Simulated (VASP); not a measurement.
# C (Im-3m) in VASP: single point with PBEsol

Aim: the single point of C with PBEsol.

Program: VASP 6.6.1. These are calculated values, not measurements. Logs are shortened: lines on timing, memory, paths and dates and some standing lists are left out, and cuts for length are marked.

### Step 1. Starting point

Symmetry: Im-3m, No. 229, cubic system. The conventional cell has a = 2.329 Å, b = 2.329 Å, c = 2.329 Å, α = 90.00°, β = 90.00°, γ = 90.00°. C (site symmetry m-3m) is surrounded by 8 C at 2.02 Å.

The cell was built by a generator and needn't be a form met in nature.

### Step 2. Single point, PBEsol

Input file INCAR:

```
SYSTEM = C
PREC = Accurate ; ENCUT = 520
EDIFF = 1E-6 ; ISMEAR = -1
SIGMA = 0.13605693000000002 ; LREAL = .FALSE.
LASPH = .TRUE. ; NELM = 60
ALGO = Fast ; ISIF = 2
LWAVE = .FALSE. ; LCHARG = .TRUE.
GGA = PS ; LELF = .TRUE.
LVHAR = .TRUE. ; NBANDS = 8
```

Input file KPOINTS:

```
Automatic mesh
0
G
  18 18 18
  0 0 0
```

Input file POSCAR:

```
C
1.0
   -1.1643445877      1.1643445877      1.1643445877
    1.1643445877     -1.1643445877      1.1643445877
    1.1643445877      1.1643445877     -1.1643445877
C
1
Direct
    0.0000000000      0.0000000000      0.0000000000
```

Potentials or basis: VASP PAW PBE potentials, release 64 (C).

On the command line:

```
$ cat potpaw_PBE.64/C/POTCAR > POTCAR
$ mpirun -np 1 vasp_std > vasp.out
```

OUTCAR:

```text
SYSTEM = C
   PREC = Accurate
   ENCUT = 520
   EDIFF = 1E-6
   ISMEAR = -1
   LREAL = .FALSE.
   LASPH = .TRUE.
   NELM = 60
   ISIF = 2
   GGA = PS

 ion  position               nearest neighbor table
   1  0.000  0.000  0.000-

  LATTYP: Found a body centered cubic cell.
 ALAT       =     2.3286891754

  Lattice vectors:

 A1 = (  -1.1643445877,   1.1643445877,   1.1643445877)
 A2 = (   1.1643445877,  -1.1643445877,   1.1643445877)
 A3 = (   1.1643445877,   1.1643445877,  -1.1643445877)

Analysis of symmetry for initial positions (statically):
=====================================================================
 Subroutine PRICEL returns:
 Original cell was already a primitive cell.

 Routine SETGRP: Setting up the symmetry group for a
 body centered cubic supercell.

 Subroutine GETGRP returns: Found 48 space group operations
 (whereof 48 operations were pure point group operations)
 out of a pool of 48 trial point group operations.

The static configuration has the point symmetry O_h .

Analysis of symmetry for dynamics (positions and initial velocities):
=====================================================================
 Subroutine PRICEL returns:
 Original cell was already a primitive cell.

 Routine SETGRP: Setting up the symmetry group for a
 body centered cubic supercell.

 Subroutine GETGRP returns: Found 48 space group operations
 (whereof 48 operations were pure point group operations)
 out of a pool of 48 trial point group operations.

The dynamic configuration has the point symmetry O_h .

 Subroutine INISYM returns: Found 48 space group operations
 (whereof 48 operations are pure point group operations),
 and found     1 'primitive' translations

----------------------------------------------------------------------------------------

                                     Primitive cell

  volume of cell :       6.3140

  direct lattice vectors                    reciprocal lattice vectors
    -1.164344588  1.164344588  1.164344588     0.000000000  0.429426138  0.429426138
     1.164344588 -1.164344588  1.164344588     0.429426138  0.000000000  0.429426138
     1.164344588  1.164344588 -1.164344588     0.429426138  0.429426138  0.000000000

  length of vectors
     2.016703983  2.016703983  2.016703983     0.607300269  0.607300269  0.607300269

  position of ions in fractional coordinates (direct lattice)
     0.000000000  0.000000000  0.000000000

  ion indices of the primitive-cell ions
   primitive index   ion index
                 1           1

----------------------------------------------------------------------------------------

 KPOINTS: Automatic mesh

Automatic generation of k-mesh.
 Grid dimensions read from file:
 generate k-points for:   18   18   18

 Generating k-lattice:

  Cartesian coordinates                     Fractional coordinates (reciprocal lattice)
     0.000000000  0.023857008  0.023857008     0.055555556  0.000000000  0.000000000
     0.023857008  0.000000000  0.023857008     0.000000000  0.055555556  0.000000000
     0.023857008  0.023857008  0.000000000     0.000000000  0.000000000  0.055555556

  Length of vectors
     0.033738904  0.033738904  0.033738904

  Shift w.r.t. Gamma in fractional coordinates (k-lattice)
     0.000000000  0.000000000  0.000000000

 Subroutine IBZKPT returns following result:
 ===========================================

 Found    195 irreducible k-points:

 Following reciprocal coordinates:
            Coordinates               Weight
  0.000000  0.000000  0.000000      1.000000
  0.055556  0.000000  0.000000     12.000000
  0.111111  0.000000  0.000000     12.000000
  0.166667  0.000000  0.000000     12.000000
  0.222222  0.000000  0.000000     12.000000
  0.277778  0.000000  0.000000     12.000000
[... 16 lines left out ...]
  0.333333  0.111111 -0.000000     48.000000
  0.388889  0.111111 -0.000000     48.000000
 [... further k-points ...]
   k-points           NKPTS =    195   k-points in BZ     NKDIM =    195   number of bands    NBANDS=      8
   number of dos      NEDOS =    301   number of ions     NIONS =      1
   total plane-waves  NPLWV =   4096
   dimension x,y,z NGX =    16 NGY =   16 NGZ =   16
   dimension x,y,z NGXF=    32 NGYF=   32 NGZF=   32
   ions per type =               1
   NGX,Y,Z   is equivalent  to a cutoff of  13.19, 13.19, 13.19 a.u.
   NGXF,Y,Z  is equivalent  to a cutoff of  26.38, 26.38, 26.38 a.u.
 SYSTEM =  C
   PREC   = accura    normal or accurate (medium, high low for compatibility)
   ISTART =      0    job   : 0-new  1-cont  2-samecut
   ICHARG =      2    charge: 1-file 2-atom 10-const
   ISPIN  =      1    spin polarized calculation?
   LNONCOLLINEAR =      F non collinear calculations
   LSORBIT =      F    spin-orbit coupling
   LASPH  =      T    aspherical Exc in radial PAW
   ENCUT  =  520.0 eV  38.22 Ry    6.18 a.u.   3.75  3.75  3.75*2*pi/ulx,y,z
   NELM   =     60;   NELMIN=  2; NELMDL= -5     # of ELM steps
   EDIFF  = 0.1E-05   stopping-criterion for ELM
   LREAL  =      F    real-space projection
   EDIFFG = 0.1E-04   stopping-criterion for IOM
   NSW    =      0    number of steps for IOM
   IBRION =     -1    ionic relax: 0-MD 1-quasi-New 2-CG
   NFREE  =      0    steps in history (QN), initial steepest desc. (CG)
   ISIF   =      2    stress and relaxation
   ISYM   =      2    0-nonsym 1-usesym 2-fastsym
   POTIM  = 0.5000    time-step for ionic-motion
   TEBEG  =    0.0;   TEEND  =   0.0 temperature during run
   PSTRESS=    0.0 pullay stress
   NELECT =       4.0000    total number of electrons
   NUPDOWN=      -1.0000    fix difference up-down
   EMIN   =  10.00;   EMAX   =-10.00  energy-range for DOS
   EFERMI =   0.00;   METHOD = LEGACY
   ISMEAR =    -1;   SIGMA  =   0.14  broadening in eV -4-tet -1-fermi 0-gaus
   EFERMI_NEDOS =   21; number of points for ismear=-14 and -15
   IALGO  =     68    algorithm
   IMIX   =      4    mixing-type and parameters
     AMIX     =   0.40;   BMIX     =  1.00
     AMIX_MAG =   1.60;   BMIX_MAG =  1.00
  volume/ion in A,a.u.               =       6.31        42.61
  Fermi-wavevector in a.u.,A,eV,Ry     =   1.406026  2.657004 26.897475  1.976909
  Thomas-Fermi vector in A             =   2.528428
   LORBIT       =      0    0 simple, 1 ext, 2 COOP (PROOUT), +10 PAW based schemes
   GGA     = PS    functional components
   LHFCALC =     F    Hartree Fock is set to
   AEXX    =    0.0000 exact exchange contribution
   IVDW    =     0    specifies the selected vdW correction
   LEPSILON=     F    determine dielectric tensor
   LRPA    =     F    only Hartree local field effects (RPA)
 non-spin polarized calculation
 RMM-DIIS sequential band-by-band and
  energy-cutoff  :      520.00
  volume of cell :        6.31
 maximum number of plane-waves:       178
   NGX =  7   NGY =  7   NGZ =  7

 number of electron       4.0000000 magnetization

 Free energy of the ion-electron system (eV)
  ---------------------------------------------------
  ext. energy  EPLUGINS =         0.00000000
  ---------------------------------------------------
  free energy    TOTEN  =        -5.43818762 eV

  energy without entropy =       -5.41740058  energy(sigma->0) =       -5.42779410

 E-fermi :   9.2994     XC(G=0): -13.4922

 val. band max:        9.2947420217   @ k =  -0.3889  -0.4444   0.0556
 cond. band min:       9.3460800242   @ k =  -0.3333   0.4444   0.1667
 fundamental gap:      0.0513380025
 Fermi energy:         9.2994329581

 k-point     1 :       0.0000    0.0000    0.0000
  band No.  band energies     occupation
      1     -11.1305      2.00000
      2      18.9552      0.00000
      3      18.9552      0.00000
      4      18.9552      0.00000
      5      43.4052      0.00000
      6      43.4052      0.00000
      7      43.4052      0.00000
      8      46.8165      0.00000

 k-point     2 :       0.0556    0.0000    0.0000
  band No.  band energies     occupation
      1     -10.9870      2.00000
      2      18.5998      0.00000
      3      18.7454      0.00000
      4      18.9117      0.00000
      5      42.2543      0.00000
      6      42.3356      0.00000
      7      43.9222      0.00000
      8      46.0329      0.00000

 k-point     3 :       0.1111    0.0000    0.0000
  band No.  band energies     occupation
      1     -10.5567      2.00000
      2      17.5426      0.00000
      3      18.1748      0.00000
      4      18.7848      0.00000
      5      39.4342      0.00000
      6      40.3475      0.00000
      7      45.4122      0.00000
      8      45.4253      0.00000

 k-point     4 :       0.1667    0.0000    0.0000
  band No.  band energies     occupation
      1      -9.8410      2.00000
      2      15.8300      0.00000
      3      17.3810      0.00000
      4      18.5859      0.00000
      5      36.8396      0.00000
      6      38.3626      0.00000
      7      44.6915      0.00000
      8      46.4767      0.00000

 k-point     5 :       0.2222    0.0000    0.0000
  band No.  band energies     occupation
      1      -8.8417      2.00000
      2      13.5834      0.00000
      3      16.5103      0.00000
      4      18.3346      0.00000
      5      34.8834      0.00000
      6      36.6046      0.00000
      7      44.4628      0.00000
      8      46.4176      0.00000
[... 177 lines left out ...]
 k-point    22 :       0.2778    0.1111    0.0000
  band No.  band energies     occupation
      1      -5.5861      2.00000
      2       8.5180      1.99361
      3      13.6389      0.00000
      4      16.9546      0.00000
      5      33.3260      0.00000
      6      34.7229      0.00000
      7      44.2948      0.00000
      8      46.6607      0.00000

 k-point    23 :       0.3333    0.1111   -0.0000
  band No.  band energies     occupation
      1      -3.7708      2.00000
      2       5.7985      2.00000
      3      13.0409      0.00000
      4      16.6746      0.00000
      5      32.8912      0.00000
      6      34.3330      0.00000
      7      44.3605      0.00000
      8      47.0742      0.00000

 k-point    24 :       0.3889    0.1111   -0.0000
  band No.  band energies     occupation
      1      -1.7103      2.00000
      2       3.1522      2.00000
      3      12.6793      0.00000
      4      16.4929      0.00000
      5      32.6351      0.00000
      6      34.1262      0.00000
      7      44.4310      0.00000
      8      47.4671      0.00000

 [... further k-points ...]

------------------------ aborting loop because EDIFF is reached ----------------------------------------

  FORCE on cell =-STRESS in cart. coord.  units (eV):
  Direction    XX          YY          ZZ          XY          YZ          ZX
  --------------------------------------------------------------------------------------
  -------------------------------------------------------------------------------------
  Total        0.1851331      0.1851331      0.1851331      0.0000000      0.0000000      0.0000000
  in kB       46.9775299     46.9775299     46.9775299      0.0000000      0.0000000      0.0000000
  external PRESSURE =      46.9775299 kB  Pullay stress =       0.0000000 kB

 VOLUME and BASIS-vectors are now :
 -----------------------------------------------------------------------------
  energy-cutoff  :      520.00
  volume of cell :        6.31
      direct lattice vectors                 reciprocal lattice vectors
    -1.164344588  1.164344588  1.164344588     0.000000000  0.429426138  0.429426138
     1.164344588 -1.164344588  1.164344588     0.429426138  0.000000000  0.429426138
     1.164344588  1.164344588 -1.164344588     0.429426138  0.429426138  0.000000000

 POSITION                                       TOTAL-FORCE (eV/Angst)
 -----------------------------------------------------------------------------------
      0.00000      0.00000      0.00000         0.000000     -0.000000     -0.000000
 -----------------------------------------------------------------------------------
    total drift:                               -0.000000     -0.000000     -0.000000

  FREE ENERGIE OF THE ION-ELECTRON SYSTEM (eV)
  ---------------------------------------------------
  free  energy   TOTEN  =        -5.4381876175 eV

  energy  without entropy=       -5.4174005812  energy(sigma->0) =       -5.42779410
```

Run time: 4.2 s. Hardware: 1 thread of Intel Xeon Platinum 8488C (Sapphire Rapids), shared host; peak memory 0.11 GiB.

What came out:

```
Free energy            : -5.4382 eV
Pressure               : 4.7 GPa
Band gap on the k mesh : none (metal or under the smearing width)
```

Levels at points of the mesh, in eV from the Fermi level:
```csv
k point,band 1,band 2,band 3,band 4,band 5
"(0.00, 0.00, 0.00)",-20.43,9.66,9.66,9.66,34.11
"(0.50, 0.00, 0.00)",-9.47,-8.69,4.68,8.10,22.39
"(0.50, 0.50, 0.50)",-1.70,-1.70,-1.70,1.37,11.83
```

Caveat: the PAW data sets were made with another functional, which shifts forces and pressure a little.
